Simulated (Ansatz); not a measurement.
# Ti3Al: the cost of one run

Computed with Ansatz 0.2.0 (DFT PBE, scalar-relativistic, plane waves, PAW, unless a step's input says otherwise).

17 further runs of the same task are left out: 17 set aside as unsound or not needed.

### Step 1. The structure to begin with

It takes space group P-6m2 (No. 187, hexagonal). Conventional cell: a = 2.930 Å, b = 2.930 Å, c = 9.232 Å, α = 90.00°, β = 90.00°, γ = 120.00°. Ti (site symmetry -6m2) is surrounded by 12 Ti at 2.86 to 2.93 Å. Ti (site symmetry 3m) has 9 Ti at 2.86 to 2.93 Å and 3 Al at 2.86 Å as nearest neighbours. Al (site symmetry -6m2) is surrounded by 6 Ti at 2.86 Å and 6 Al at 2.93 Å.

Structure file:

```
CELL_PARAMETERS angstrom
2.92974 0.00000 0.00000
-1.46487 2.53723 0.00000
0.00000 0.00000 9.23153
ATOMIC_POSITIONS crystal
Ti 0.66667 0.33333 0.00000
Ti 0.33333 0.66667 0.75046
Ti 0.33333 0.66667 0.24954
Al 0.66667 0.33333 0.50000
```

It goes back to an entry of the Materials Project, which need not be the stable form.

It is the result of an earlier relaxation at this level (volume 17.16 Å³/atom; gap on the mesh: none (metal)).

### Step 2. Plan of the line

The energy is mapped over volume and the cell's shape.

- volume per atom: 7 values from 15.78 to 18.53 Å³
- c/a of the conventional cell: 7 values from 2.627 to 3.780

Nothing else is relaxed (fractional coordinates fixed). Energies count from the relaxed crystal. Points are written as (first, second).

### Step 3. The run at (15.78 Å³, 2.627)

File input.yaml:

```yaml
crystal:
  lattice:
    - [3.0276300985, 0.0, 0.0]
    - [-1.5138150492, 2.6220045785, 0.0]
    - [0.0, 0.0, 7.9526759796]
  atoms:
    - { symbol: Ti, position: [0.6666666667, 0.3333333333, 0.0] }
    - { symbol: Ti, position: [0.3333333333, 0.6666666667, 0.75045757] }
    - { symbol: Ti, position: [0.3333333333, 0.6666666667, 0.24954243] }
    - { symbol: Al, position: [0.6666666667, 0.3333333333, 0.5] }
basis:
  ecutwfc: 520.0
kpoints:
  mp_grid: { grid: [18, 18, 6] }
hamiltonian:
  xc: pbe
  pseudopotentials: { kind: paw, azcp: { folder: soft_1 } }
scf:
  occupations: { method: gaussian, width: 0.15 }
output:
  forces: true
  stress: true
  eigenvalues: true
```

Run with:

```
ansatz run input.yaml --threads 2 --pin off --max-ram 4096MiB --backend cpu --events-out ev --progress --plain --runs-dir out
```

What time and memory should one allow on 2 threads of Arm Neoverse N1, shared host?

About 21 s, with a peak of 0.49 GiB.
